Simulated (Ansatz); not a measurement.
## La: a prediction, then the measurements

These are results of Ansatz 0.2.0, DFT PBE, scalar-relativistic, plane waves, PAW, not measurements.

Cutoff 420 eV; k points 18×18×18 on the computed 1-atom cell (Γ-centred); Gaussian smearing, width 0.10 eV; no spin polarisation.

Relaxed structure:

```
La
1.0
     0.00000    2.63981    2.63981
     2.63981    0.00000    2.63981
     2.63981    2.63981    0.00000
La
1
Cartesian
  0.0000 0.0000 0.0000
```

```json
{
  "Space group": "Fm-3m (No. 225)",
  "Volume per atom": "248.3 bohr³",
  "Energy over the standard state (uncorrected)": "+0.006 eV/atom",
  "Kohn–Sham band gap": "none (metal)",
  "Density of states at the Fermi level": "2.3 states/eV per cell",
  "Orbital (Löwdin) character within 0.5 eV of the Fermi level": "La 5d 78 %, La 4f 14 %",
  "Bader charge by site (e)": "La (1 in the cell) 0.00"
}
```

Spin-orbit coupling is left out, which matters for the bands of heavy elements.

**Against measurements.**

Against the measured lattice constant a of La, 5.303 Å (598.15 K; a printed reference work (data compilation)), the calculated 5.280 Å is off by -0.4 %. The calculation is for 0 K without zero-point motion.

The cell was reached from a generator's guess, though it ends in a space group that the Crystallography Open Database lists for this formula. Löwdin shares on free-atom orbitals overweight diffuse shells.
